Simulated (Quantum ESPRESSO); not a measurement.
# F on fcc sites of Co(0001), stepped through the coverage, part 4 of 10

Aim: how the results for F on fcc sites of Co(0001) change with the coverage.

Quantum ESPRESSO 7.5; plane-wave DFT, PBE, GBRV ultrasoft pseudopotentials.

So far. Step 2 (Variable-cell relaxation of the reference):  The last row is no step: it is a fresh SCF in the final cell with a new plane-wave basis, +2 meV from the row before. Step 5 (Relaxing the ions, 0 ML): The relaxation lowers the energy by 3 meV an atom. On the free atoms the largest force ends at 0.002 eV/Å.

### Step 6. Self-consistent run, 0 ML

A run under open boundaries on these atoms gives the vacuum levels.

m0.esm.in

```
&control
  prefix = 'm0.esm'
  outdir = './out'
  pseudo_dir = './pseudo'
  calculation = 'scf'
  tprnfor = .true.
/
&system
  ibrav = 0
  nat = 3
  ntyp = 1
  ecutwfc = 40
  ecutrho = 200
  occupations = 'smearing'
  smearing = 'mv'
  degauss = 0.02
  assume_isolated = 'esm'
  esm_bc = 'bc1'
  nspin = 2
  starting_magnetization(1) = 0.28
/
&electrons
  conv_thr = 1e-07
  mixing_beta = 0.25
  electron_maxstep = 160
  mixing_mode = 'local-TF'
  mixing_ndim = 12
/
ATOMIC_SPECIES
  Co  58.9332  co_pbe_v1.2.uspp.F.UPF
CELL_PARAMETERS angstrom
  2.49074849200000 0.00000000000000 0.00000000000000
  1.24537424600000 2.15705146850978 0.00000000000000
  0.00000000000000 0.00000000000000 17.89833363582976
ATOMIC_POSITIONS crystal
  Co  0.000000000000 0.000000000000 -0.110708295500
  Co  0.666666666700 0.666666666700 0.000000000000
  Co  0.000000000000 0.000000000000 0.110708295500
K_POINTS automatic
  10 10 1 0 0 0
```

The run is started by

```console
OMP_NUM_THREADS=1 mpirun -n 8 pw.x -nk 4 -in m0.esm.in > m0.esm.out
```

Log:

```text
[banner, memory and clock lines left out]
Program PWSCF v.7.5 starts
[citation notice left out]

[...]
Message from routine setup:
[...]
bravais-lattice index     =            0
     lattice parameter (alat)  =       4.7068  a.u.
     unit-cell volume          =     648.9326 (a.u.)^3
     number of atoms/cell      =            3
     number of atomic types    =            1
     number of electrons       =        51.00
     number of Kohn-Sham states=           31
     kinetic-energy cutoff     =      40.0000  Ry
     charge density cutoff     =     200.0000  Ry
     scf convergence threshold =      1.0E-07
     mixing beta               =       0.2500
     number of iterations used =           12  local-TF  mixing
     Exchange-correlation= SLA  PW   PBE  PBE
                           (   1   4   3   4   0   0   0)

     Effective Screening Medium Method
     Boundary Conditions: Vacuum-Slab-Vacuum
     total charge in unit cell        =   0.0000
     grid points for fit at edges     =        4

[...]
PseudoPot. # 1 for Co read from file:
     ./pseudo/co_pbe_v1.2.uspp.F.UPF
     Pseudo is Ultrasoft + core correction, Zval = 17.0
     Generated by new atomic code, or converted to UPF format
     Using radial grid of  863 points,  6 beta functions with:
                l(1) =   0
                l(2) =   0
                l(3) =   1
                l(4) =   1
                l(5) =   2
                l(6) =   2
     Q(r) pseudized with  8 coefficients,  rinner =    1.200   1.200   1.200
                                                       1.200   1.200

     atomic species   valence    mass     pseudopotential
     Co               17.00    58.93320     Co( 1.00)

     Starting magnetic structure
     atomic species   magnetization
     Co              0.280

     12 Sym. Ops. (no inversion) found

[...]
number of k points=    14  Marzari-Vanderbilt smearing, width (Ry)=  0.0200
[...]
Dense  grid:    31041 G-vectors     FFT dimensions: (  24,  24, 160)

     Smooth grid:    22289 G-vectors     FFT dimensions: (  20,  20, 144)

     Check: negative core charge=   -0.000028
     Generating pointlists ...
     new r_m :   0.4055 (alat units)  1.9085 (a.u.) for type    1

     Initial potential from superposition of free atoms

     starting charge      48.0000, renormalised to      51.0000

     negative rho (up, down):  3.772E-05 2.122E-05
     Starting wfcs are   39 randomized atomic wfcs

     per-process dynamical memory:    24.0 Mb

     Self-consistent Calculation

     iteration #  1     ecut=    40.00 Ry     beta= 0.25
     Davidson diagonalization with overlap
     ethr =  1.00E-02,  avg # of iterations =  4.8

     negative rho (up, down):  2.172E-02 1.781E-02

     total energy              =    -896.09745175 Ry
     estimated scf accuracy    <      27.68426831 Ry

     total magnetization       =     5.94 Bohr mag/cell
     absolute magnetization    =     6.52 Bohr mag/cell

     iteration #  2     ecut=    40.00 Ry     beta= 0.25
[...]
negative rho (up, down):  5.839E-02 5.383E-02

[...]
total energy              =    -891.30703799 Ry
     estimated scf accuracy    <      12.72102419 Ry

     total magnetization       =     7.70 Bohr mag/cell
     absolute magnetization    =     7.96 Bohr mag/cell

     iteration #  3     ecut=    40.00 Ry     beta= 0.25
[...]
negative rho (up, down):  4.930E-02 4.595E-02

[...]
total energy              =    -895.11197883 Ry
     estimated scf accuracy    <       3.78788741 Ry

     total magnetization       =     4.87 Bohr mag/cell
     absolute magnetization    =     5.07 Bohr mag/cell

     iteration #  4     ecut=    40.00 Ry     beta= 0.25
[...]
negative rho (up, down):  4.526E-02 4.261E-02

[...]
total energy              =    -895.17795644 Ry
     estimated scf accuracy    <       1.11226645 Ry

     total magnetization       =     5.33 Bohr mag/cell
     absolute magnetization    =     5.81 Bohr mag/cell

     iteration #  5     ecut=    40.00 Ry     beta= 0.25
[...]
negative rho (up, down):  3.807E-02 3.726E-02

[...]
total energy              =    -895.23617008 Ry
     estimated scf accuracy    <       0.36721187 Ry

     total magnetization       =     5.64 Bohr mag/cell
     absolute magnetization    =     6.18 Bohr mag/cell

     iteration #  6     ecut=    40.00 Ry     beta= 0.25
[...]
negative rho (up, down):  3.498E-02 3.471E-02

[...]
total energy              =    -895.33525075 Ry
     estimated scf accuracy    <       0.07388540 Ry

     total magnetization       =     5.66 Bohr mag/cell
     absolute magnetization    =     6.29 Bohr mag/cell

[...]
iteration # 23     ecut=    40.00 Ry     beta= 0.25
[...]
negative rho (up, down):  2.976E-05 2.470E-05

[...]
total energy              =    -895.36038322 Ry
     estimated scf accuracy    <       0.00000032 Ry

     total magnetization       =     5.16 Bohr mag/cell
     absolute magnetization    =     5.75 Bohr mag/cell

     iteration # 24     ecut=    40.00 Ry     beta= 0.25
[...]
negative rho (up, down):  1.262E-05 7.734E-06

[...]
total energy              =    -895.36043262 Ry
     estimated scf accuracy    <       0.00000111 Ry

     total magnetization       =     5.16 Bohr mag/cell
     absolute magnetization    =     5.75 Bohr mag/cell

     iteration # 25     ecut=    40.00 Ry     beta= 0.25
[...]
negative rho (up, down):  1.080E-05 6.483E-06

[...]
total energy              =    -895.36043803 Ry
     estimated scf accuracy    <       0.00000033 Ry

     total magnetization       =     5.16 Bohr mag/cell
     absolute magnetization    =     5.75 Bohr mag/cell

     iteration # 26     ecut=    40.00 Ry     beta= 0.25
[...]
negative rho (up, down):  1.220E-05 7.530E-06

     Magnetic moment per site  (integrated on atomic sphere of radius R)
     atom   1 (R=0.405)  charge= 15.4411  magn=  1.8161
     atom   2 (R=0.405)  charge= 15.5373  magn=  1.7781
     atom   3 (R=0.405)  charge= 15.4411  magn=  1.8161

[...]
End of self-consistent calculation

 ------ SPIN UP ------------

          k = 0.0000 0.0000 0.0000 (  2817 PWs)   bands (ev):

  -101.3405-101.1968-101.1930 -64.7114 -64.5180 -64.4325 -64.4284 -64.4284
   -64.2724 -64.2724 -64.2699 -64.2699 -13.4058 -11.3919 -10.3565  -7.9199
    -7.8640  -7.8055  -7.8055  -7.6490  -7.6490  -7.4107  -7.4107  -6.8200
    -6.8200  -6.2761  -6.2761  -6.2390  -6.0217  -6.0217  -4.7782

          k = 0.0000 0.1155 0.0000 (  2787 PWs)   bands (ev):

  -101.3369-101.1935-101.1900 -64.7042 -64.5223 -64.4439 -64.4358 -64.4343
   -64.2930 -64.2925 -64.2779 -64.2750 -13.0659 -11.0776 -10.1101  -8.0988
    -8.0015  -7.8362  -7.6587  -7.6516  -7.5448  -7.4730  -7.2639  -6.9687
    -6.8575  -6.8023  -6.4046  -6.2975  -5.9988  -5.4559  -3.8691

[...]
the Fermi energy is    -4.9559 ev

!    total energy              =    -895.36043386 Ry
     estimated scf accuracy    <       0.00000005 Ry
     smearing contrib. (-TS)   =      -0.00038948 Ry
     internal energy E=F+TS    =    -895.36004438 Ry

     The total energy is F=E-TS. E is the sum of the following terms:
     one-electron contribution =    5654.03268051 Ry
     hartree contribution      =   -2837.98032161 Ry
     xc contribution           =     -97.92790088 Ry
     ewald contribution        =   -3613.48450241 Ry

     total magnetization       =     5.16 Bohr mag/cell
     absolute magnetization    =     5.75 Bohr mag/cell

     convergence has been achieved in  26 iterations

     negative rho (up, down):  1.220E-05 7.530E-06

     Forces acting on atoms (cartesian axes, Ry/au):

     atom    1 type  1   force =     0.00000000    0.00000000   -0.00052431
     atom    2 type  1   force =     0.00000000    0.00000000    0.00000000
     atom    3 type  1   force =     0.00000000    0.00000000    0.00052431

     Total force =     0.000741     Total SCF correction =     0.001745
     SCF correction compared to forces is large: reduce conv_thr to get better values

[...]
```

The job ended after 18 s (8 MPI ranks of Arm Neoverse V1, shared host; peak memory 0.57 GiB; 2.4 min of CPU time).

Numbers from this step:

```
Fermi energy                                                   : -4.956 eV
vacuum line at the lower end of the cell, over the Fermi level : 4.956 eV
vacuum line at the upper end of the cell, over the Fermi level : 4.956 eV
```

Electrostatic potential energy of an electron; zero at the Fermi level. The potential energy, planar mean by z:

```
z (Å)  potential energy, planar mean (eV)
 -8.5                                4.96
 -8.0                                4.96
 -7.5                                4.96
 -7.0                                4.96
 -6.5                                4.96
 -6.0                                4.95
 -5.5                                4.95
 -5.0                                4.93
 -4.5                                4.87
 -4.0                                4.65
 -3.5                                3.88
 -3.0                                1.22
 -2.5                               -9.47
 -2.0                               -27.0
 -1.5                               -11.2
 -1.0                               -1.31
 -0.5                               -10.6
  0.0                               -27.2
  0.5                               -10.6
  1.0                               -1.31
  1.5                               -11.2
  2.0                               -27.0
  2.5                               -9.47
  3.0                                1.22
  3.5                                3.88
  4.0                                4.65
  4.5                                4.87
  5.0                                4.93
  5.5                                4.95
  6.0                                4.95
  6.5                                4.96
  7.0                                4.96
  7.5                                4.96
  8.0                                4.96
  8.5                                4.96
```

The vacuum levels are read from the outermost 0.7 Å of the cell on either side.

Inside the slab this potential holds the local part of the pseudopotentials, which can be repulsive at the nuclei; only its value in the vacuum has a meaning of its own.

(Part 4 of 10 ends here.)

[Logs are printed without paths, hosts, clocks, repeated set-up lines and the standing remarks that a program may print on its own settings, such as how far it seeks lower states.]

[Hosts, paths, dates, database ids (printed as entryN), source tags and the programs' standing remarks are cut or masked in the printed files.]

[Maps of the electrostatic potential energy from Ansatz leave out the sawtooth potential of an applied field or a dipole correction, so their vacuum need not be flat; planar profiles and work functions include it.]
